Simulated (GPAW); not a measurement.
## linear Cr chain, spacing 2.497 A: anisotropy and exchange J(q) with GPAW

Wanted: anisotropy and exchange J(q) for linear Cr chain, spacing 2.497 A, with the cost of each step.

Calculated with GPAW 26.7.0; LDA; plane waves with GPAW's PAW setups, scalar-relativistic.

### 1. Set-up

The cell holds 1 atom: 1 Cr. Cell: a = 12.000 Å, b = 12.000 Å, c = 2.497 Å, α = 90.0°, β = 90.0°, γ = 90.0°. model lattice. Vacuum lies along a and b. The structure's axis is c.

The settings of this session are not all sound (see the inputs), so it shows what such settings give, not the properties of the crystal.

### 2. Self-consistent state

All later steps read the density of this run.

order1.py reads:

```python
import json
import numpy as np
from ase import Atoms
from ase.parallel import paropen, parprint
from gpaw import GPAW

atoms = Atoms(['Cr'],
    cell=[[12.0, 0.0, 0.0],
         [0.0, 12.0, 0.0],
         [0.0, 0.0, 2.497]],
    scaled_positions=[[0.5, 0.5, 0.0]],
    pbc=True,
    magmoms=[2.5])
atoms.calc = GPAW(mode={'name': 'pw', 'ecut': 550},
    xc='LDA',
    kpts={'size': (1, 1, 6), 'gamma': True},
    occupations={'name': 'fermi-dirac', 'width': 0.05},
    convergence={'density': 1e-05, 'energy': 1e-05},
    maxiter=200,
    txt='order1.txt')
e = atoms.get_potential_energy(force_consistent=True)
res = {'free_energy': e, 'energy_sigma0': atoms.get_potential_energy(), 'fermi_energy': atoms.calc.get_fermi_level()}
res['moments'] = atoms.get_magnetic_moments().tolist()
res['total'] = atoms.get_magnetic_moment()
parprint('site moments (muB):', np.round(res['moments'], 3))
parprint(f"total moment: {res['total']:.3f} muB")
parprint(f'free energy: {e:.6f} eV')
atoms.calc.write('order1.gpw')
with paropen('results.json', 'w') as f:
    json.dump(res, f)
```

The run is started by

```
OMP_NUM_THREADS=1 python3 order1.py > order1.log
```

Numbers of over 12 decimals in the logs are rounded to 6 here.

Output:

```text
site moments (muB): [3.842]
total moment: 5.000 muB
free energy: -5.987323 eV

--- order1.txt ---
Input parameters:
  mode=PW(ecut=550),
  convergence={'density': 1e-05, 'energy': 1e-05},
  kpts=MonkhorstPack(size=(1, 1, 6), gamma=True),
  maxiter=200,
  occupations=Occupations(name='fermi-dirac', width=0.05),
  xc=XC(name='LDA')

Diagonalizing LCAO Hamiltonian
Converting LCAO to pw mode
        .----------------------------.
       /|                            |
      / |                            |
     /  .----------------------------.
    /  /                            /
   /  /                            /
  /  /                            /
 *  /              Cr            /
 | /                            /
 |/                            /
 *----------------------------*

Atoms  # Å, Bohr magnetons
|   | symbol |        x |        y |        z |    initial magnetic moments |
|---|--------|----------|----------|----------|-----------------------------|
| 0 |     Cr | 6.000000 | 6.000000 | 0.000000 | ( 0.0000,  0.0000,  2.5000) |

Unit cell  # Å
| periodic |         x |         y |        z |   lengths |    angles |
|----------|-----------|-----------|----------|-----------|-----------|
|      yes | 12.000000 |  0.000000 | 0.000000 | 12.000000 | 90.000000 |
|      yes |  0.000000 | 12.000000 | 0.000000 | 12.000000 | 90.000000 |
|      yes |  0.000000 |  0.000000 | 2.497000 |  2.497000 | 90.000000 |

Number of symmetries: 16

BZ-sampling:
  Number of BZ points: 6
  Number of IBZ points: 4

  Monkhorst-Pack size: [1, 1, 6]
  Monkhorst-Pack shift: [0.0, 0.0, 0.083333]

Plane wave coefficients: 10549
Cutoff: 550.0 eV

Spin-components: 2 (collinear spins)
Bands:           9
Projectors:      6
Spin-degeneracy: 1
Datatype:        complex128

Parallelization:
  kpt:    1
  domain: 1
  band:   1

Density:
  Valence electrons: 6.0
  Components: 2
  Grid points: [70 70 14]
  Charge: 0.0  # |e|

Potential:
  Grid points: [70 70 14]

[... setups left out ...]
Reference energy: -28526.683362  # eV

eigensolver:
  PPCG
  Converge bands: occupied
  niter=2

density mixing:
  MSR1-Mixer
  Pratt-step length: 0.05
  Maximum mixing coefficient: 0.75
  Old densities: 10
  SVD Regularization: 0.005
  Good broyden scale: 1.0
  Trust region scale: 1.0
  Backstep threshold: 4.0
  History deletion threshold: 6.0
  Fourier metric: weight=20.0, sigma=0.015

occupation numbers:
  Fermi-Dirac:
    width: 0.0500  # eV

poisson solver:
  ecut: 4400.0  # eV

xc functional:
  name: None

convergence criteria:
- Maximum integral of absolute [dens]ity change: 1e-05 electrons / valence electron
- Maximum [total energy] change in last 3 cyles: 1e-05 eV / valence electron
- Maximum integral of absolute [eigenst]ate change: 4e-08 eV^2 / valence electron
maximum number of iterations: 200

SCF iterations
|iter     |      energy | eigst |  dens |  magmom |
|---------|-------------|-------|-------|---------|
|iter:   1|       0s |   -6.894344 | +0.72 |       |  +2.4965|
|iter:   2|       1s |   -6.256888 | -0.93 | -0.20 |  +2.5456|
|iter:   3|       2s |   -5.784797 | -0.24 | -0.27 |  +3.8727|
|iter:   4|       3s |   -5.991105 | -0.87 | -0.61 |  +5.1019|
|iter:   5|       4s |   -5.979626 | -1.51 | -1.16 |  +4.8819|
|iter:   6|       5s |   -5.983200 | -2.08 | -1.56 |  +4.9710|
|iter:   7|       6s |   -5.983807 | -3.07 | -1.92 |  +5.0116|
|iter:   8|       7s |   -5.984011 | -3.48 | -2.45 |  +5.0000|
|iter:   9|       7s |   -5.984059 | -3.57 | -2.95 |  +5.0025|
|iter:  10|       8s |   -5.984106 | -3.87 | -3.18 |  +5.0006|
[... 11 iterations left out ...]
|iter:  22|      19s |   -5.984152c| -6.33 | -4.56 |  +5.0000|
|iter:  23|      19s |   -5.984152c| -6.50 | -4.39 |  +5.0000|
|iter:  24|      20s |   -5.984152c| -6.86 | -4.50 |  +5.0000|
|iter:  25|      21s |   -5.984152c| -6.86 | -4.35 |  +5.0000|
|iter:  26|      21s |   -5.984153c| -7.18 | -4.40 |  +5.0000|
|iter:  27|      22s |   -5.984152c| -7.38 | -4.59 |  +5.0000|
|iter:  28|      23s |   -5.984153c| -7.69c| -4.47 |  +5.0000|
|iter:  29|      23s |   -5.984152c| -8.00c| -4.74 |  +5.0000|
|iter:  30|      24s |   -5.984153c| -8.09c| -4.67 |  +5.0000|
|iter:  31|      24s |   -5.984153c| -8.31c| -5.16c|  +5.0000|

Converged in 31 steps
Energy contributions relative to reference atoms: (reference = -28526.683362)

Energy contributions:
  Kinetic:           6.122400
  Coulomb:          -6.779951
  Zero:              0.008135
  External:          0.000000
  Xc:               -5.331565
  Entropy:          -0.006342
  Spinorbit:         0.000000
  ----------------------------
  Free energy:      -5.987323
  Extrapolated:     -5.984153

dipole moment: (0.000066, 0.000066, -5.977480)  # |e|*Ang

Total magnetic moment: (0.000000, 0.000000, 5.000001)

Local magnetic moments
|        x |        y |        z |
|----------|----------|----------|
| 0.000000 | 0.000000 | 3.841838 |  # Cr   0

Fermi level: -3.654
Eigenvalues  # (at kpt = [0.000, 0.000, 0.000])
| band index |      eig [eV] | occ [0-1] |      eig [eV] | occ [0-1] |
|------------|---------------|-----------|---------------|-----------|
|          0 |        -7.617 |     1.000 |        -5.304 |     1.000 |
|          1 |        -5.475 |     1.000 |        -2.806 |     0.000 |
|          2 |        -4.920 |     1.000 |        -1.631 |     0.000 |
|          3 |        -4.920 |     1.000 |        -1.629 |     0.000 |
|          4 |        -3.501 |     0.044 |        -1.349 |     0.000 |
|          5 |        -3.501 |     0.044 |        -1.349 |     0.000 |
|          6 |        -2.461 |     0.000 |         0.079 |     0.000 |
|          7 |        -2.461 |     0.000 |         0.079 |     0.000 |
|          8 |         0.176 |     0.000 |         0.352 |     0.000 |

No gap
No difference between direct/indirect transitions
```

The job ended after 27 s (1 MPI rank of Arm Neoverse V2, shared host; peak memory 0.3 GiB).

Read from the output:

* magnetization: 5.000 μB
* final state: ferromagnetic
* largest moment: 3.842 μB

After 31 cycles the largest moment stands at 3.84 μB.

### 3. More states at fixed density

The steps that follow sum over empty states, which the ground-state run does not converge; 12 states a spin are converged here at the frozen density and written with their wave functions.

It starts from the saved density of the parallel state, which is not the lowest.

nscf.py reads:

```python
from gpaw import GPAW

calc = GPAW('order1.gpw').fixed_density(
    kpts={'size': (1, 1, 6), 'gamma': True},
    nbands=16,
    convergence={'bands': 12, 'eigenstates': 1e-9},
    parallel={'domain': 1},
    txt='nscf.txt')
calc.write('nscf.gpw', mode='all')
```

The run is started by

```
OMP_NUM_THREADS=1 python3 nscf.py > nscf.log
```

Output:

```text
Input parameters:
  mode=PW(ecut=550),
  convergence={'bands': 12, 'eigenstates': 1e-09},
  gpts=array([70, 70, 14]),
  kpts=MonkhorstPack(size=(1, 1, 6), gamma=True),
  maxiter=200,
  nbands=16,
  occupations=Occupations(name='fermi-dirac', width=0.05),
  parallel={'domain': 1},
  xc=XC(name='LDA')
```

Wall time 2.4 min (1 MPI rank); peak memory 0.32 GiB.

### 4. Easy axis by the force theorem

Spin–orbit coupling is added in the basis of the saved states for each direction of the moments. The change in the band energy is the anisotropy energy, with no new self-consistent run.

anisotropy.py reads:

```python
import json
import numpy as np
from ase.parallel import paropen, parprint
from gpaw import GPAW
from gpaw.spinorbit import soc_eigenstates

calc = GPAW('nscf.gpw')
angles = [[0.0, 0.0], [90.0, 0.0], [90.0, 90.0], [90.0, 45.0], [54.7356, 45.0], [45.0, 0.0], [15.0, 0.0], [30.0, 0.0], [60.0, 0.0], [75.0, 0.0]]  # theta, phi in degrees
res = {'rows': []}
for scale in [1.0]:
    e0 = None
    for theta, phi in angles:
        soc = soc_eigenstates(calc, n2=12, scale=scale, theta=theta, phi=phi)
        e = soc.calculate_band_energy()
        e0 = e if e0 is None else e0
        orbital = soc.get_orbital_magnetic_moments()
        res['rows'].append([scale, theta, phi, 1000 * (e - e0), orbital.tolist()])
        parprint(f'scale {scale} theta {theta:6.1f} phi {phi:6.1f}  dE = {1000 * (e - e0):9.4f} meV  |L| =', np.round(np.linalg.norm(orbital, axis=1), 4))
with paropen('results.json', 'w') as f:
    json.dump(res, f)
```

The run is started by

```
OMP_NUM_THREADS=1 python3 anisotropy.py > anisotropy.log
```

Output:

```text
scale 1.0 theta    0.0 phi    0.0  dE =    0.0000 meV  |L| = [0.0062]
scale 1.0 theta   90.0 phi    0.0  dE =   -0.2977 meV  |L| = [0.0244]
scale 1.0 theta   90.0 phi   90.0  dE =   -0.2944 meV  |L| = [0.0243]
scale 1.0 theta   90.0 phi   45.0  dE =   -0.2977 meV  |L| = [0.0244]
scale 1.0 theta   54.7 phi   45.0  dE =   -0.1978 meV  |L| = [0.0202]
scale 1.0 theta   45.0 phi    0.0  dE =   -0.1483 meV  |L| = [0.0178]
scale 1.0 theta   15.0 phi    0.0  dE =   -0.0199 meV  |L| = [0.0087]
scale 1.0 theta   30.0 phi    0.0  dE =   -0.0741 meV  |L| = [0.0133]
scale 1.0 theta   60.0 phi    0.0  dE =   -0.2226 meV  |L| = [0.0214]
scale 1.0 theta   75.0 phi    0.0  dE =   -0.2772 meV  |L| = [0.0236]
```

Elapsed: 1.4 s, on 1 MPI rank; peak memory 0.19 GiB.

Theta from the Cartesian z axis, phi from x; spin up lies along the direction. Anisotropy, by row:

| spin-orbit scale | theta (degrees) | phi (degrees) | band energy less that along z (meV a cell) | orbital moment of atom 1 along the direction (μB) | sum of orbital moments along the direction (μB a cell) |
| --- | --- | --- | --- | --- | --- |
| 1 | 0 | 0 | 0 | -0.006172 | -0.006172 |
| 1 | 90 | 0 | -0.2977 | -0.02442 | -0.02442 |
| 1 | 90 | 90 | -0.2944 | -0.02435 | -0.02435 |
| 1 | 90 | 45 | -0.2977 | -0.02435 | -0.02435 |
| 1 | 54.74 | 45 | -0.1978 | -0.01831 | -0.01831 |
| 1 | 45 | 0 | -0.1483 | -0.01531 | -0.01531 |
| 1 | 15 | 0 | -0.01986 | -0.007398 | -0.007398 |
| 1 | 30 | 0 | -0.07413 | -0.01074 | -0.01074 |
| 1 | 60 | 0 | -0.2226 | -0.01987 | -0.01987 |
| 1 | 75 | 0 | -0.2772 | -0.0232 | -0.0232 |

### 5. J(q) and magnons

The cost of small turns of the moments follows from the saved states alone. The wavevectors must lie on the k mesh; four site radii show how far the result hangs on the sphere.

exchange.py reads:

```python
import json
import time
import numpy as np
from ase.parallel import paropen, parprint
from gpaw.response import ResponseContext, ResponseGroundStateAdapter
from gpaw.response.heisenberg import calculate_fm_magnon_energies
from gpaw.response.mft import HeisenbergExchangeCalculator
from gpaw.response.site_data import AtomicSites, calculate_site_magnetization, get_site_radii_range

gs = ResponseGroundStateAdapter.from_gpw_file('nscf.gpw')
context = ResponseContext(txt='mft.txt')
magnetic = [0]
rmin, rmax = get_site_radii_range(gs)
radii = [np.linspace(max(rmin[a], 0.55 * rmax[a]), rmax[a], 4) for a in magnetic]
sites = AtomicSites(magnetic, radii)
m_ap = calculate_site_magnetization(gs, sites)
t0 = time.time()
parprint('radii (A):', np.round(radii, 3))
parprint('site moments (muB):', np.round(m_ap, 3))
q_qc = np.array([[0.0, 0.0, 0.0], [0.0, 0.0, 0.16666667], [0.0, 0.0, 0.33333333], [0.0, 0.0, 0.5]])
exchange = HeisenbergExchangeCalculator(gs, sites, context=context, nbands=12)
J_qabp = []
for q_c in q_qc:
    if context.comm.max_scalar(time.time() - t0) > 1872:  # seconds: leave the rest of the path
        break
    J_qabp.append(exchange(q_c).array)
    parprint('q', np.round(q_c, 4), ' J_aa (meV), largest radius:', np.round(1000 * J_qabp[-1][..., -1].diagonal().real, 2))
J_qabp = np.array(J_qabp)
q_qc = q_qc[:len(J_qabp)]
res = {'radii': np.array(radii).tolist(), 'moments': m_ap.tolist(), 're': J_qabp.real.tolist(), 'im': J_qabp.imag.tolist()}
E_qnp = calculate_fm_magnon_energies(J_qabp, q_qc, m_ap)
res['magnons'] = np.sort(E_qnp, axis=1).tolist()
for q_c, e in zip(q_qc, res['magnons']):
    parprint('q', np.round(q_c, 4), ' magnon energies (meV):', np.round(1000 * np.array(e)[:, -1], 1))
with paropen('results.json', 'w') as f:
    json.dump(res, f)
```

The run is started by

```
OMP_NUM_THREADS=1 python3 exchange.py > exchange.log
```

Output:

```text
radii (A): [[0.704 0.896 1.088 1.28 ]]
site moments (muB): [[2.574 3.252 3.755 4.152]]
q [0. 0. 0.]  J_aa (meV), largest radius: [6772.05]
q [0.     0.     0.1667]  J_aa (meV), largest radius: [6825.66]
q [0.     0.     0.3333]  J_aa (meV), largest radius: [7040.57]
q [0.  0.  0.5]  J_aa (meV), largest radius: [7137.23]
q [0. 0. 0.]  magnon energies (meV): [0.]
q [0.     0.     0.1667]  magnon energies (meV): [-25.8]
q [0.     0.     0.3333]  magnon energies (meV): [-129.4]
q [0.  0.  0.5]  magnon energies (meV): [-175.9]
```

Elapsed: 4.9 s, on 1 MPI rank; peak memory 0.88 GiB.

Site moments by radius, by row:

| atom | radius (Å) | site moment (μB) |
| --- | --- | --- |
| Cr1 | 0.7039 | 2.574 |
| Cr1 | 0.8959 | 3.252 |
| Cr1 | 1.088 | 3.755 |
| Cr1 | 1.28 | 4.152 |

E = -1/2 sum J e.e in GPAW's convention, on-site part included. The exchange J(q), largest radius, J 11 by path:

| path (Å⁻¹) | exchange J(q), largest radius, J 11 (meV) |
| --- | --- |
| 0.000 | 6772 |
| 0.419 | 6826 |
| 0.839 | 7041 |
| 1.258 | 7137 |

Adiabatic, sites of radius 1.28 Å. The magnon branches at the labelled points (meV):

| point | branch 1 |
| --- | --- |
| Γ | 0.0 |
| Z | -175.9 |

### 6. Outcome

```
state                              : ferromagnetic
largest site moment                : 3.84 μB
spread of the directions' energies : 0.298 meV a cell
easiest direction tried            : the plane normal to z
lowest magnon on the path          : -176 meV at q = (0, 0, 0.5)
```

**Reading.** About the ferromagnetic state the directions differ by 0.298 meV a cell, with the plane normal to z easiest and magnons go down to -176 meV at q = (0, 0, 0.5). Another order that was tried lies lower, so this state is not the ground state and its excitations are those of a higher state. The anisotropy comes from the force theorem at a frozen potential; it needs a check on a finer mesh, and shape anisotropy is not in it. Only 4 wavevectors were computed; lines between them guide the eye. A magnon of negative energy shows that the parallel state is unstable by its own couplings. The couplings rotate rigid moments on spherical sites, hang on the sites' radius and are not shown converged in the mesh. The largest sites overlap those of neighbouring magnetic atoms, so shared magnetisation counts twice.

[Logs and program files are shortened in this print: banners, set-up blocks, solver, clock and traceback lines can be left out without a mark of their own.]

[Logs are printed without paths, hosts, clocks, repeated set-up lines and the standing remarks that a program may print on its own settings, such as how far it seeks lower states.]

[Hosts, paths, dates, database ids (printed as entryN), source tags and the programs' standing remarks are cut or masked in the printed files.]

[Where a cell is said to come from a database of computed structures, the database is the Materials Project.]
